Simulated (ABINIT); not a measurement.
# ZnS (F-43m) in ABINIT: a series of runs

One crystal, ZnS, is run at these levels: PBEsol, RPBE; tasks: equation of state, band structure.

Everything below comes from runs of ABINIT 10.8.3 (patched build). Logs are shortened: lines on timing, memory, paths and dates and some standing lists are left out, and cuts for length are marked. The log counts tension as positive stress, the text compression.

**Experimental background.**

“Electronic, vibrational, and thermodynamic properties of ZnS (zincblende and rocksalt structure)”, 2009, arxiv:0911.5022 quotes, for a bulk crystal of ZnS: bulk modulus 76.9 GPa; band gap 3.85 eV (direct) at 19 K.

How close the calculation comes is told below.

### 1 Starting point

The structure is cubic, space group F-43m (No. 216). The conventional cell has a = 5.404 Å, b = 5.404 Å, c = 5.404 Å, α = 90.00°, β = 90.00°, γ = 90.00°. Around Zn (site symmetry -43m) lie 4 S at 2.34 Å. Around S (site symmetry -43m) lie 4 Zn at 2.34 Å.

### 2 Equation of state, PBEsol

run.abi

```
# Datasets: one volume each
ndtset 7
getwfk -1
scalecart1 3*0.9795861087
scalecart2 3*0.9864848297
scalecart3 3*0.9932883884
scalecart4 3*1.0000000000
scalecart5 3*1.0066227096
scalecart6 3*1.0131594038
scalecart7 3*1.0196128224

# Pseudopotentials
pp_dirpath "./"
pseudos "Zn.GGA_PBE-JTH.xml, S.GGA_PBE-JTH.xml"

# Structure
acell 7.2210310021 7.2210310021 7.2210310021
rprim
     0.0000000000     0.7071067812     0.7071067812
     0.7071067812     0.0000000000     0.7071067812
     0.7071067812     0.7071067812     0.0000000000
ntypat 2
znucl 30 16
natom 2
typat 1 2
xred
     0.7500000000     0.7500000000     0.7500000000
     0.0000000000     0.0000000000     0.0000000000

# Plane-wave basis
ecut 408.170794 eV
pawecutdg 30.0

# k points
kptopt 1
ngkpt 9 9 9
nshiftk 1
shiftk 0.0 0.0 0.0

# Exchange and correlation
ixc -116133

# Bands and occupations
nband 13
occopt 3
tsmear 0.00183747

# SCF cycle
nstep 100
tolvrs 1.0e-9

# Output
iomode 3
prtwf 1
prtden 0
prteig 0
prtebands 0
```

Potentials or basis: JTH PAW PBE v2.0.

The run is started by

```bash
> abinit run.abi > log 2>&1
```

run.abo:

```text
.Version 10.8.3 of ABINIT
 DATASET    1 : space group F-4 3 m (#216); Bravais cF (face-center cubic)
================================================================================
 Values of the parameters that define the memory need for DATASET  1.
     intxc =       0    ionmov =       0      iscf =      17    lmnmax =      18
     lnmax =       6     mgfft =      27  mpssoang =       3    mqgrid =    3001
     natom =       2  nloc_mem =       2    nspden =       1   nspinor =       1
    nsppol =       1      nsym =      24    n1xccc =       1    ntypat =       2
    occopt =       3   xclevel =       2
       mpw =         702          nfft =       19683          nkpt =          35
 PAW method is used; the additional fine FFT grid is defined by:
   mgfftf=        36    nfftf =     46656
================================================================================
================================================================================
[... 71 lines left out ...]
 DATASET    7 : space group F-4 3 m (#216); Bravais cF (face-center cubic)
================================================================================
 Values of the parameters that define the memory need for DATASET  7.
     intxc =       0    ionmov =       0      iscf =      17    lmnmax =      18
     lnmax =       6     mgfft =      27  mpssoang =       3    mqgrid =    3001
     natom =       2  nloc_mem =       2    nspden =       1   nspinor =       1
    nsppol =       1      nsym =      24    n1xccc =       1    ntypat =       2
    occopt =       3   xclevel =       2
       mpw =         797          nfft =       19683          nkpt =          35
 PAW method is used; the additional fine FFT grid is defined by:
   mgfftf=        40    nfftf =     64000
================================================================================
================================================================================

--------------------------------------------------------------------------------
------------- Echo of variables that govern the present computation ------------
--------------------------------------------------------------------------------
 -outvars: echo values of preprocessed input variables --------
            acell      7.2210310021E+00  7.2210310021E+00  7.2210310021E+00 Bohr
              amu      6.53900000E+01  3.20660000E+01
             ecut      1.50000000E+01 Hartree
           getwfk          -1
              ixc     -116133
           jdtset        1    2    3    4    5    6    7
         kptrlatt        9    0    0      0    9    0      0    0    9
          kptrlen1     6.36625949E+01
          kptrlen2     6.41109378E+01
          kptrlen3     6.45530962E+01
          kptrlen4     6.49892790E+01
          kptrlen5     6.54196841E+01
          kptrlen6     6.58444992E+01
          kptrlen7     6.62639022E+01
            natom           2
            nband          13
           ndtset           7
            ngfft          27      27      27
          ngfftdg1         36      36      36
          ngfftdg2         36      36      36
          ngfftdg3         36      36      36
          ngfftdg4         36      36      36
          ngfftdg5         36      36      36
          ngfftdg6         40      40      40
          ngfftdg7         40      40      40
             nkpt          35
            nstep         100
             nsym          24
           ntypat           2
           occopt           3
        pawecutdg      3.00000000E+01 Hartree
         pawxcdev           0
           prtden           0
        prtebands           0
           prteig           0
            rprim1     0.0000000000E+00  6.9267198023E-01  6.9267198023E-01
                       6.9267198023E-01  0.0000000000E+00  6.9267198023E-01
                       6.9267198023E-01  6.9267198023E-01  0.0000000000E+00
            rprim2     0.0000000000E+00  6.9755011263E-01  6.9755011263E-01
                       6.9755011263E-01  0.0000000000E+00  6.9755011263E-01
                       6.9755011263E-01  6.9755011263E-01  0.0000000000E+00
            rprim3     0.0000000000E+00  7.0236095512E-01  7.0236095512E-01
                       7.0236095512E-01  0.0000000000E+00  7.0236095512E-01
                       7.0236095512E-01  7.0236095512E-01  0.0000000000E+00
            rprim4     0.0000000000E+00  7.0710678120E-01  7.0710678120E-01
                       7.0710678120E-01  0.0000000000E+00  7.0710678120E-01
                       7.0710678120E-01  7.0710678120E-01  0.0000000000E+00
            rprim5     0.0000000000E+00  7.1178974407E-01  7.1178974407E-01
                       7.1178974407E-01  0.0000000000E+00  7.1178974407E-01
[... 29 lines left out ...]
                       0.0000000000E+00  0.0000000000E+00  0.0000000000E+00
            xcart3     7.6076553474E+00  7.6076553474E+00  7.6076553474E+00
                       0.0000000000E+00  0.0000000000E+00  0.0000000000E+00
            xcart4     7.6590599833E+00  7.6590599833E+00  7.6590599833E+00
                       0.0000000000E+00  0.0000000000E+00  0.0000000000E+00
            xcart5     7.7097837133E+00  7.7097837133E+00  7.7097837133E+00
                       0.0000000000E+00  0.0000000000E+00  0.0000000000E+00
            xcart6     7.7598486463E+00  7.7598486463E+00  7.7598486463E+00
                       0.0000000000E+00  0.0000000000E+00  0.0000000000E+00
            xcart7     7.8092757665E+00  7.8092757665E+00  7.8092757665E+00
                       0.0000000000E+00  0.0000000000E+00  0.0000000000E+00
             xred      7.5000000000E-01  7.5000000000E-01  7.5000000000E-01
                       0.0000000000E+00  0.0000000000E+00  0.0000000000E+00
            znucl       30.00000   16.00000

================================================================================

 chkinp: Checking input parameters for consistency, jdtset=   1.

 chkinp: Checking input parameters for consistency, jdtset=   2.
[... 36 lines left out ...]
 getcut: wavevector=  0.0000  0.0000  0.0000  ngfft=  36  36  36
         ecut(hartree)=     30.000   => boxcut(ratio)=   2.06412

--- Pseudopotential description ------------------------------------------------
- pspini: atom type   1  psp file is ./Zn.GGA_PBE-JTH.xml
 Pseudopotential format is: paw10
 basis_size (lnmax)=  6 (lmn_size= 18), orbitals=   0   0   1   1   2   2
 Spheres core radius: rc_sph= 2.30769763
 Shapefunction is SIN type: shapef(r)=[sin(pi*r/rshp)/(pi*r/rshp)]**2
 Radius for shape functions =  1.80965103
 Compensation charge density is not taken into account in XC energy/potential

- pspini: atom type   2  psp file is ./S.GGA_PBE-JTH.xml
 Pseudopotential format is: paw10
 basis_size (lnmax)=  4 (lmn_size=  8), orbitals=   0   0   1   1
 Spheres core radius: rc_sph= 1.90380259
 Shapefunction is SIN type: shapef(r)=[sin(pi*r/rshp)/(pi*r/rshp)]**2
 Radius for shape functions =  1.40128485
 Compensation charge density is not taken into account in XC energy/potential

   2.06649828E+02                                ecore*ucvol(ha*bohr**3)
--------------------------------------------------------------------------------

================================================================================

--- !BeginCycle
iteration_state: {dtset: 1, }
solver: {iscf: 17, nstep: 100, nline: 4, wfoptalg: 10, }
tolerances: {tolvrs: 1.00E-09, }
...
[... 962 lines left out ...]
 getcut: wavevector=  0.0000  0.0000  0.0000  ngfft=  40  40  40
         ecut(hartree)=     30.000   => boxcut(ratio)=   2.21747

 getcut : COMMENT -
  Note that boxcut > 2.2 ; recall that boxcut=Gcut(box)/Gcut(sphere) = 2
  is sufficient for exact treatment of convolution.
  Such a large boxcut is a waste : you could raise ecut
  e.g. ecut=   36.878714 Hartrees makes boxcut=2

--------------------------------------------------------------------------------

-inwffil : will read wavefunctions from disk file runo_DS5_WFK.nc

================================================================================
[... 190 lines left out ...]
 getcut: wavevector=  0.0000  0.0000  0.0000  ngfft=  40  40  40
         ecut(hartree)=     30.000   => boxcut(ratio)=   2.20343

 getcut : COMMENT -
  Note that boxcut > 2.2 ; recall that boxcut=Gcut(box)/Gcut(sphere) = 2
  is sufficient for exact treatment of convolution.
  Such a large boxcut is a waste : you could raise ecut
  e.g. ecut=   36.413359 Hartrees makes boxcut=2

--------------------------------------------------------------------------------

-inwffil : will read wavefunctions from disk file runo_DS6_WFK.nc

================================================================================
[... 164 lines left out ...]
-Cartesian components of stress tensor (GPa)         [Pressure= -5.7410E+00 GPa]
- sigma(1 1)=  5.74104699E+00  sigma(3 2)=  0.00000000E+00
- sigma(2 2)=  5.74104699E+00  sigma(3 1)=  0.00000000E+00
- sigma(3 3)=  5.74104699E+00  sigma(2 1)=  0.00000000E+00

== END DATASET(S) ==============================================================
================================================================================

 -outvars: echo values of variables after computation  --------
            acell      7.2210310021E+00  7.2210310021E+00  7.2210310021E+00 Bohr
           etotal1    -7.4662712351E+01
           etotal2    -7.4663101798E+01
           etotal3    -7.4663171271E+01
           etotal4    -7.4662950534E+01
           etotal5    -7.4662470428E+01
           etotal6    -7.4661764240E+01
           etotal7    -7.4660851497E+01
            fcart1    -6.7291826877E-30 -6.7291826877E-30  2.0187548063E-29
                       6.7291826877E-30  6.7291826877E-30 -2.0187548063E-29
            fcart2     6.6821239266E-30  6.6821239266E-30 -2.0046371780E-29
                      -6.6821239266E-30 -6.6821239266E-30  2.0046371780E-29
            fcart3    -3.3181772589E-30 -3.3181772589E-30  9.9545317766E-30
                       3.3181772589E-30  3.3181772589E-30 -9.9545317766E-30
            fcart4    -3.5517487427E-47 -8.2397673547E-31  3.5517487427E-47
                       3.5517487427E-47  8.2397673547E-31 -3.5517487427E-47
            fcart5    -0.0000000000E+00 -0.0000000000E+00 -0.0000000000E+00
                      -0.0000000000E+00 -0.0000000000E+00 -0.0000000000E+00
[... 38 lines left out ...]
                       0.0000000000E+00  0.0000000000E+00  0.0000000000E+00
           xangst1     3.9702624959E+00  3.9702624959E+00  3.9702624959E+00
                       0.0000000000E+00  0.0000000000E+00  0.0000000000E+00
           xangst2     3.9982230121E+00  3.9982230121E+00  3.9982230121E+00
                       0.0000000000E+00  0.0000000000E+00  0.0000000000E+00
           xangst3     4.0257978355E+00  4.0257978355E+00  4.0257978355E+00
                       0.0000000000E+00  0.0000000000E+00  0.0000000000E+00
           xangst4     4.0529999973E+00  4.0529999973E+00  4.0529999973E+00
                       0.0000000000E+00  0.0000000000E+00  0.0000000000E+00
           xangst5     4.0798418393E+00  4.0798418393E+00  4.0798418393E+00
                       0.0000000000E+00  0.0000000000E+00  0.0000000000E+00
           xangst6     4.1063350609E+00  4.1063350609E+00  4.1063350609E+00
                       0.0000000000E+00  0.0000000000E+00  0.0000000000E+00
           xangst7     4.1324907665E+00  4.1324907665E+00  4.1324907665E+00
                       0.0000000000E+00  0.0000000000E+00  0.0000000000E+00
             xred      7.5000000000E-01  7.5000000000E-01  7.5000000000E-01
                       0.0000000000E+00  0.0000000000E+00  0.0000000000E+00
 Calculation completed.
```

It took 3.6 min on 1 thread of Arm Neoverse V2, shared host; peak memory 0.13 GiB.

Results:

| Quantity | Value |
| --- | --- |
| Equilibrium volume | 19.22 Å³/atom |
| Bulk modulus | 80 GPa |
| Pressure derivative of the bulk modulus | 4.6 |

Energy against volume, from the lowest point:
| volume (Å³/atom) | energy (meV/atom) |
| --- | --- |
| 18.543 | 6.24 |
| 18.938 | 0.95 |
| 19.332 | 0.00 |
| 19.727 | 3.00 |
| 20.121 | 9.54 |
| 20.516 | 19.14 |
| 20.910 | 31.56 |

Caveat: the cutoff is too short for stress, so the log's stress isn't used; pressures at fixed basis lie under the slope of the energies; the PAW data sets were made with another functional, which shifts forces and pressure a little.

### 3 Band structure, RPBE

run.abi

```
ndtset 2

pp_dirpath "./"
pseudos "Zn.GGA_PBE-JTH.xml, S.GGA_PBE-JTH.xml"

acell 3.8212050455 3.8212050455 3.8212050455 Angstrom
rprim
     0.0000000000     0.7071067812     0.7071067812
     0.7071067812     0.0000000000     0.7071067812
     0.7071067812     0.7071067812     0.0000000000
ntypat 2
znucl 30 16
natom 2
typat 1 2
xred
     0.7500000000     0.7500000000     0.7500000000
     0.0000000000     0.0000000000     0.0000000000

ecut 20.0
pawecutdg 40.0

ixc 15

occopt 3
tsmear 0.05 eV

nstep 100

iomode 3
prtwf 0
prteig 0
prtebands 0
enunit 2
prtden1 1

kptopt1 1
ngkpt1 9 9 9
nshiftk1 1
shiftk1 0.0 0.0 0.0
nband1 13
tolvrs1 1.0e-9

iscf2 -2
getden2 1
nband2 17
nbdbuf2 2
tolwfr2 1.0e-12
kptopt2 -9
ndivsm2 8
prteig2 1
prtvol2 -3
kptbounds2
     0.0000000000     0.0000000000     0.0000000000
     0.5000000000     0.0000000000     0.5000000000
     0.5000000000     0.2500000000     0.7500000000
     0.3750000000     0.3750000000     0.7500000000
     0.0000000000     0.0000000000     0.0000000000
     0.5000000000     0.5000000000     0.5000000000
     0.6250000000     0.2500000000     0.6250000000
     0.5000000000     0.2500000000     0.7500000000
     0.5000000000     0.5000000000     0.5000000000
     0.3750000000     0.3750000000     0.7500000000
```

Potentials or basis: JTH PAW PBE v2.0.

The run is started by

```bash
> abinit run.abi > log 2>&1
```

It took 1.7 min on 1 thread of Arm Neoverse V2, shared host; peak memory 0.14 GiB.

The run converged. Its results:

| Quantity | Value |
| --- | --- |
| Free energy | -2030.4142 eV |
| Band gap on the k mesh | 2.26 eV, direct |
| Valence electrons inside the program's atomic spheres | Zn 10.78; S 3.62 |

Levels at the corners of the path, in eV from the valence-band top:
```csv
point,band 7,band 8,band 9,band 10,band 11,band 12
Γ,0.00,0.00,0.00,2.26,6.43,6.43
X,-4.51,-2.21,-2.21,3.55,4.16,11.13
W,-4.55,-2.71,-2.68,5.81,6.07,7.95
K,-4.58,-3.07,-1.79,4.24,6.04,9.49
Γ,0.00,0.00,0.00,2.26,6.43,6.43
L,-5.24,-0.86,-0.86,3.42,6.96,6.96
U,-4.58,-3.07,-1.79,4.24,6.04,9.49
W,-4.55,-2.71,-2.68,5.81,6.07,7.95
L,-5.24,-0.86,-0.86,3.42,6.96,6.96
K,-4.58,-3.07,-1.79,4.24,6.04,9.49
```

Caveat: the cutoff is too short for stress, so the log's stress isn't used; the PAW data sets were made with another functional, which shifts forces and pressure a little.

### 4 How close it comes

Step 2. A measured bulk modulus of ZnS is 76.9 GPa (quoted in “Electronic, vibrational, and thermodynamic properties of ZnS (zincblende and rocksalt structure)”, 2009, arxiv:0911.5022); the calculated 80 GPa misses it by +4.1 %. The fit is for a static lattice scaled at fixed shape and fixed fractional positions.

Step 3. Against the measured gap of ZnS, 3.85 eV (direct; 19 K; quoted in “Electronic, vibrational, and thermodynamic properties of ZnS (zincblende and rocksalt structure)”, 2009, arxiv:0911.5022), the calculated 2.26 eV is off by -1.59 eV. The value is that of RPBE, without temperature or zero-point motion. Semilocal functionals fall short of measured gaps as a rule.
